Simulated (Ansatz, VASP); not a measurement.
## Os: VASP beside Ansatz

```xyz
1
Lattice="2.1350 0.0000 0.0000 0.0000 2.1350 0.0000 0.0000 0.0000 2.1350" Properties=species:S:1:pos:R:3 pbc="T T T"
Os    0.0000    0.0000    0.0000
```

Change from the starting cell: volume scaled by 0.6, LAPW.

Alike in both runs: task single point; functional PBEsol; k mesh 15 × 15 × 15; occupations fermi-dirac, width 0.1 eV; no spin polarisation.

```csv
,VASP,Ansatz
version,VASP 6.6.1,Ansatz 0.2.0
potentials or method,"VASP PAW PBE potentials, release 64 (Os), cutoff 520 eV","all-electron LAPW, scalar-relativistic"
```

|  | VASP | Ansatz | Ansatz less VASP |
| --- | --- | --- | --- |
| pressure (GPa) | 477.3 | 472.1 | -5.16 |

Ansatz ran all-electron here, so the differences hold the error of VASP's frozen core and of both bases.

Caveats: the cell as given lies far from equilibrium; so large a pressure means that the cell lies far from this level's equilibrium, or that cutoff or potentials fall short (VASP); the potentials were made for another functional, which shifts forces and pressure (VASP). The runs have no spin-orbit coupling, so splittings on Os are missing.
